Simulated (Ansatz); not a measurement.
# How TiO2 converges under other mixers and occupations, part 2 of 2

Wanted: the cost and the effect of other mixers, smearings and limits on one cell of TiO2. The cell (12 atoms) is TiO2 in its deposited structure (space group Pbcn). Source: COD entry 1530026; the sample's temperature and pressure aren't taken into account.

Ansatz 0.2.0; DFT PBE, PAW, plane waves, scalar-relativistic.

## (8) Cutoff 120 eV

Contents of input.yaml:

```yaml
crystal:
  lattice:
    - [4.5318, 0.0, 0.0]
    - [0.0, 5.5019, 0.0]
    - [0.0, 0.0, 4.9063]
  atoms:
    - { symbol: Ti, position: [0.0, 0.1704, 0.25] }
    - { symbol: Ti, position: [0.5, 0.3296, 0.75] }
    - { symbol: Ti, position: [0.0, 0.8296, 0.75] }
    - { symbol: Ti, position: [0.5, 0.6704, 0.25] }
    - { symbol: O, position: [0.2716, 0.3814, 0.4142] }
    - { symbol: O, position: [0.2284, 0.1186, 0.9142] }
    - { symbol: O, position: [0.7716, 0.1186, 0.5858] }
    - { symbol: O, position: [0.7284, 0.3814, 0.0858] }
    - { symbol: O, position: [0.7284, 0.6186, 0.5858] }
    - { symbol: O, position: [0.7716, 0.8814, 0.0858] }
    - { symbol: O, position: [0.2284, 0.8814, 0.4142] }
    - { symbol: O, position: [0.2716, 0.6186, 0.9142] }
hamiltonian:
  xc: pbe
  pseudopotentials: { kind: paw }
basis:
  ecutwfc: 120
kpoints:
  mp_grid: { grid: [5, 4, 4] }
scf:
  occupations: { method: fermi_dirac, width: 0.02 }
  lower_state_search: "off"
  max_iter: 80
output:
  forces: true
  stress: true
```

Started as:

```
ansatz run input.yaml --threads 2 --pin off --max-ram 5120MiB --backend cpu --events-out ev --progress --plain --runs-dir out
```

Standard output (excerpt; [...] marks lines left out):

```text
Warning: basis.ecutwfc = 120 eV is below the records' recommended 420 eV, and the density's cutoff is lower with it unless basis.ecutrho_ratio is high enough to keep the records' density cutoff: compare with a run at a higher cutoff
[... 10 lines as in an earlier run ...]
Basis set: ecut = 120 eV, 365 PW (Γ), exchange–correlation on 36×40×36 points (8 copies of the dense FFT grid, shifted against one another)
[... 12 lines as in an earlier run ...]
SCF iter   1: F=—  HF=-14166.840454 eV  |F-HF|=—  |Δ(HF+E_count)|=         —  Δρ=5.29e-1  dr2=1.76e2  ethr=1.77e-3  ⟨swp⟩=5.4  Hψ=6096  notcnv=0  defer=10
[...]
[... 1 line as in an earlier run ...]
[...]
SCF iter   9: F=-14055.313670 eV  HF=-14055.313670 eV  |F-HF|=2.53e-9  |Δ(HF+E_count)|=   2.07e-7  Δρ=4.60e-6  dr2=2.84e-8  ethr=1.04e-10  ⟨swp⟩=9.9  Hψ=6761  notcnv=0
[...]
SCF converged after 9 iterations
Free energy (F): -14055.313670 eV
[...]
E sigma→0 (E₀):  -14055.313670 eV
Fermi energy:    12.496382 eV
[...]
--- Forces (eV/Å), atoms counted from 1 ---
  atom   1  Ti     0.00000000     5.73306688     0.00000000
  atom   2  Ti     0.00000000    -5.73306688    -0.00000000
  atom   3  Ti     0.00000000    -5.73306688     0.00000000
  atom   4  Ti     0.00000000     5.73306688     0.00000000
  atom   5  O     -4.08033571    -2.81809244    -0.13105824
  atom   6  O      4.08033571     2.81809244    -0.13105824
  atom   7  O     -4.08033571     2.81809244     0.13105824
  atom   8  O      4.08033571    -2.81809244     0.13105824
[...]
--- Stress (GPa, compression-positive) ---
        9.722764       0.000000       0.000000
        0.000000       6.583483       0.000000
        0.000000       0.000000      -2.696330
  P = ⅓ Tr σ = 4.5366 GPa (45.366 kbar)
```

It took 1.4 s on 2 threads of Arm Neoverse V2, shared host; peak memory 0.32 GiB.

9 iterations against 6; free energy shifted by +41606 meV/atom, so these numbers say nothing of the material, forces change by up to 5.601 eV/Å, pressure 4.5 GPa against 5.7.

This setting is poor on purpose, so its numbers aren't to be taken as properties of the material.

## (9) K-point mesh 3x2x2

input.yaml: that of step 8 with these lines changed.

```diff
@@ -22,5 +22,5 @@
 basis:
-  ecutwfc: 120
+  ecutwfc: 420
 kpoints:
-  mp_grid: { grid: [5, 4, 4] }
+  mp_grid: { grid: [3, 2, 2] }
 scf:
```

Started as:

```
ansatz run input.yaml --threads 2 --pin off --max-ram 5120MiB --backend cpu --events-out ev --progress --plain --runs-dir out
```

Standard output (excerpt; [...] marks lines left out):

```text
[... 14 lines as in an earlier run ...]
k-points: 8 of 12
[... 8 lines as in an earlier run ...]
SCF iter   1: F=—  HF=-14554.560072 eV  |F-HF|=—  |Δ(HF+E_count)|=         —  Δρ=3.59e-3  dr2=4.73e-3  ethr=1.77e-3  ⟨swp⟩=5.0  Hψ=1805  notcnv=0  defer=1
[...]
[... 1 line as in an earlier run ...]
[...]
SCF iter   6: F=-14554.562177 eV  HF=-14554.562177 eV  |F-HF|=5.82e-8  |Δ(HF+E_count)|=   9.18e-7  Δρ=7.64e-6  dr2=7.58e-8  ethr=1.04e-10  ⟨swp⟩=2.8  Hψ=1812  notcnv=0
[...]
SCF converged after 6 iterations
Free energy (F): -14554.562177 eV
[...]
E sigma→0 (E₀):  -14554.562177 eV
Fermi energy:    10.383755 eV
[...]
--- Forces (eV/Å), atoms counted from 1 ---
  atom   1  Ti     0.00000000     0.16767712     0.00000000
  atom   2  Ti    -0.00000000    -0.16767712     0.00000000
  atom   3  Ti    -0.00000000    -0.16767712     0.00000000
  atom   4  Ti     0.00000000     0.16767712     0.00000000
  atom   5  O     -0.00315258    -0.05443415     0.19420918
  atom   6  O      0.00315258     0.05443415     0.19420918
  atom   7  O     -0.00315258     0.05443415    -0.19420918
  atom   8  O      0.00315258    -0.05443415    -0.19420918
[...]
--- Stress (GPa, compression-positive) ---
        5.594888       0.000000       0.000000
        0.000000       6.841513       0.000000
        0.000000       0.000000       4.879793
  P = ⅓ Tr σ = 5.7721 GPa (57.721 kbar)
```

It took 1.5 s on 2 threads of Arm Neoverse V2, shared host; peak memory 0.41 GiB.

The count stays at 6. Against the default run: free energy shifted by +2.1 meV/atom, forces change by up to 0.036 eV/Å, pressure 5.8 GPa against 5.7.

Such a setting isn't fit for results; the run shows only what it costs.

## (10) Methfessel–Paxton smearing, width 0.5 eV

input.yaml: that of step 9 with these lines changed.

```diff
@@ -24,5 +24,5 @@
 kpoints:
-  mp_grid: { grid: [3, 2, 2] }
+  mp_grid: { grid: [5, 4, 4] }
 scf:
-  occupations: { method: fermi_dirac, width: 0.02 }
+  occupations: { method: methfessel_paxton, width: 0.5 }
   lower_state_search: "off"
```

Started as:

```
ansatz run input.yaml --threads 2 --pin off --max-ram 5120MiB --backend cpu --events-out ev --progress --plain --runs-dir out
```

Standard output (excerpt; [...] marks lines left out):

```text
band count auto-derived: 62 (N_el = 96.0; filled up to band 48; 60 by the electrons, moments and atoms)
[... 11 lines as in an earlier run ...]
Bands: 62, of which v1, the nominal top of the filled ones, is band 48 counted from 1 (47 counted from 0)
[... 11 lines as in an earlier run ...]
SCF iter   1: F=—  HF=-14554.584929 eV  |F-HF|=—  |Δ(HF+E_count)|=         —  Δρ=3.73e-3  dr2=5.77e-3  ethr=1.77e-3  ⟨swp⟩=4.7  Hψ=6060  notcnv=0
[...]
SCF iter   6: F=-14554.586900 eV  HF=-14554.586900 eV  |F-HF|=6.29e-8  |Δ(HF+E_count)|=   6.54e-7  S|Δr|=    0.00e0  Δρ=9.20e-6  dr2=8.97e-8  ethr=1.04e-10  ⟨swp⟩=2.0  Hψ=6568  notcnv=0
WARN: on these k-points the computed levels leave a gap of 2.5690 eV at the electron count, 5.1 widths of the methfessel_paxton smearing (0.5000 eV); against the step filling of these same bands (every level under the gap full, every level over it empty) smearing changes [...]
SCF converged after 6 iterations
[... 1 line as in an earlier run ...]
Free energy (F): -14554.586900 eV
[...]
E sigma→0 (E₀):  -14554.587149 eV
Entropy (-TS):   0.000996 eV (0.083 meV/atom)
Fermi energy:    10.351584 eV
Step filling:    the computed levels leave a gap of 2.5690 eV = 5.1 smearing widths at the electron count; against every level under it full and every level over it empty, smearing changes F+E_penalty+E_count by +0.056 meV and its σ→0 estimate by -0.193 meV
[...]
--- Forces (eV/Å), atoms counted from 1 ---
  atom   1  Ti     0.00000000     0.13171387    -0.00000000
  atom   2  Ti    -0.00000000    -0.13171387     0.00000000
  atom   3  Ti    -0.00000000    -0.13171387     0.00000000
  atom   4  Ti     0.00000000     0.13171387     0.00000000
  atom   5  O     -0.00185537    -0.05007458     0.19575210
  atom   6  O      0.00185537     0.05007458     0.19575210
  atom   7  O     -0.00185537     0.05007458    -0.19575210
  atom   8  O      0.00185537    -0.05007458    -0.19575210
[...]
--- Stress (GPa, compression-positive) ---
        5.658375       0.000000       0.000000
        0.000000       6.414717       0.000000
        0.000000       0.000000       5.035159
  P = ⅓ Tr σ = 5.7028 GPa (57.028 kbar)
```

It took 4.5 s on 2 threads of Arm Neoverse V2, shared host; peak memory 0.48 GiB.

6 iterations, as in the default run; free energy unchanged, zero-width estimate unchanged.

## (11) MSR1 mixing, preconditioner Resta

input.yaml: that of step 10 with these lines changed.

```diff
@@ -26,5 +26,7 @@
 scf:
-  occupations: { method: methfessel_paxton, width: 0.5 }
+  occupations: { method: fermi_dirac, width: 0.02 }
   lower_state_search: "off"
+  algorithm: density_mixing
   max_iter: 80
+  mixing: { algorithm: msr1, preconditioner: resta }
 output:
```

Started as:

```
ansatz run input.yaml --threads 2 --pin off --max-ram 5120MiB --backend cpu --events-out ev --progress --plain --runs-dir out
```

Standard output (excerpt; [...] marks lines left out):

```text
[... 23 lines as in an earlier run ...]
SCF iter   1: F=—  HF=-14554.585062 eV  |F-HF|=—  |Δ(HF+E_count)|=         —  Δρ=3.74e-3  dr2=5.83e-3  ethr=1.77e-3  ⟨swp⟩=5.0  Hψ=6091  notcnv=0
[...]
[... 1 line as in an earlier run ...]
[...]
SCF iter   6: F=-14554.586956 eV  HF=-14554.586956 eV  |F-HF|=6.15e-8  |Δ(HF+E_count)|=   7.24e-7  Δρ=8.78e-6  dr2=8.68e-8  ethr=1.04e-10  ⟨swp⟩=2.9  Hψ=5910  notcnv=0
[...]
SCF converged after 6 iterations
Free energy (F): -14554.586956 eV
[...]
E sigma→0 (E₀):  -14554.586956 eV
Fermi energy:    10.382005 eV
[... 34 lines left out: energy terms, forces, stress ...]
```

Run time: 4.2 s. Hardware: 2 threads of Arm Neoverse V2, shared host; peak memory 0.47 GiB.

The count stays at 6. Against the default run: the same free energy.

## (12) Iteration limit 8

input.yaml: that of step 11 with these lines changed.

```diff
@@ -28,5 +28,3 @@
   lower_state_search: "off"
-  algorithm: density_mixing
-  max_iter: 80
-  mixing: { algorithm: msr1, preconditioner: resta }
+  max_iter: 8
 output:
```

Started as:

```
ansatz run input.yaml --threads 2 --pin off --max-ram 5120MiB --backend cpu --events-out ev --progress --plain --runs-dir out
```

Standard output (excerpt; [...] marks lines left out):

```text
[... 23 lines as in an earlier run ...]
SCF iter   1: F=—  HF=-14554.585062 eV  |F-HF|=—  |Δ(HF+E_count)|=         —  Δρ=3.74e-3  dr2=5.83e-3  ethr=1.77e-3  ⟨swp⟩=5.0  Hψ=6091  notcnv=0
[... 1 line as in an earlier run ...]
[...]
[... 1 line as in an earlier run ...]
[...]
SCF iter   6: F=-14554.586956 eV  HF=-14554.586956 eV  |F-HF|=6.15e-8  |Δ(HF+E_count)|=   7.24e-7  Δρ=8.78e-6  dr2=8.67e-8  ethr=1.04e-10  ⟨swp⟩=2.8  Hψ=5900  notcnv=0
[...]
SCF converged after 6 iterations
Free energy (F): -14554.586956 eV
[...]
E sigma→0 (E₀):  -14554.586956 eV
Fermi energy:    10.382005 eV
[... 34 lines left out: energy terms, forces, stress ...]
```

It took 4.2 s on 2 threads of Arm Neoverse V2, shared host; peak memory 0.48 GiB.

The count stays at 6. Against the default run: the same free energy.

## (13) The runs side by side

```tsv
step	settings	iterations	time	against the default run
2	default SCF settings	6	6.2 s	reference
3	Fermi–Dirac width 0.0005 eV, no switch to direct minimisation	6	4.1 s	free energy unchanged, zero-width estimate unchanged
4	Broyden, β 0.3, history 3, no preconditioner	8	4.8 s	the same free energy
5	MSR1 mixing, preconditioner Kerker	6	4.1 s	the same free energy
6	tetrahedron occupations	6	4.4 s	free energy unchanged, zero-width estimate unchanged
7	Anderson, β 0.8, history 12, no preconditioner	6	4.1 s	the same free energy
8	cutoff 120 eV	9	1.4 s	free energy shifted by +41606 meV/atom, so these numbers say nothing of the material, forces change by up to 5.601 eV/Å, pressure 4.5 GPa against 5.7
9	k-point mesh 3x2x2	6	1.5 s	free energy shifted by +2.1 meV/atom, forces change by up to 0.036 eV/Å, pressure 5.8 GPa against 5.7
10	Methfessel–Paxton smearing, width 0.5 eV	6	4.5 s	free energy unchanged, zero-width estimate unchanged
11	MSR1 mixing, preconditioner Resta	6	4.2 s	the same free energy
12	iteration limit 8	6	4.2 s	the same free energy
```

Decimal logarithm of the largest residual (eV) by iteration, counted through all cycles of a run (8 of the 11 runs):

| iteration | step 2 | step 3 | step 4 | step 5 | step 6 | step 7 | step 8 | step 9 |
| --- | --- | --- | --- | --- | --- | --- | --- | --- |
| 1 | -2.2 | -2.2 | -2.2 | -2.2 | -2.2 | -2.2 | 2.2 | -2.3 |
| 2 | -2.7 | -2.8 | -2.6 | -2.8 | -2.7 | -1.6 | 1.6 | -2.8 |
| 3 | -3.2 | -3.3 | -3.1 | -3.4 | -3.2 | -3.0 | -0.3 | -3.3 |
| 4 | -4.9 | -5.0 | -4.6 | -4.9 | -4.9 | -4.7 | -1.8 | -5.0 |
| 5 | -6.0 | -6.1 | -5.1 | -6.0 | -6.0 | -6.3 | -3.2 | -6.1 |
| 6 | -7.1 | -7.2 | -6.2 | -7.0 | -7.1 | -8.6 | -4.1 | -7.1 |
| 7 | - | - | -6.7 | - | - | - | -5.3 | - |
| 8 | - | - | -8.4 | - | - | - | -5.9 | - |
| 9 | - | - | - | - | - | - | -7.5 | - |

## (14) Summary of results

The summary covers parts 1 to 2.

```
                                                              quantity                                              value
                                                           default run  6 iterations, with a gap of 2.57 eV on the k-mesh
                  fewest iterations to that state among the runs shown                           6 (default SCF settings)
                                                 most iterations to it   8 (Broyden, β 0.3, history 3, no preconditioner)
           runs that end in another state, among changes of path alone                                                  0
largest shift of the free energy by occupations, cutoff, mesh or field                    +41606 meV/atom (cutoff 120 eV)
```

The default and the runs that change only the path, 6 in all, end in one state, in 6 to 8 iterations. Occupations, cutoff, mesh and fields change the problem that is solved, not just the path; the largest shift here is that of “cutoff 120 eV”. Counts include iterations that the program adds to test a close, so a difference of one or two ranks nothing. The starting density is a sum of atomic densities corrected by a trained network, so it is already close to self-consistency.

The gaps are Kohn-Sham values of a semilocal functional, not quasiparticle or optical gaps. Such gaps usually fall short of the measured ones.
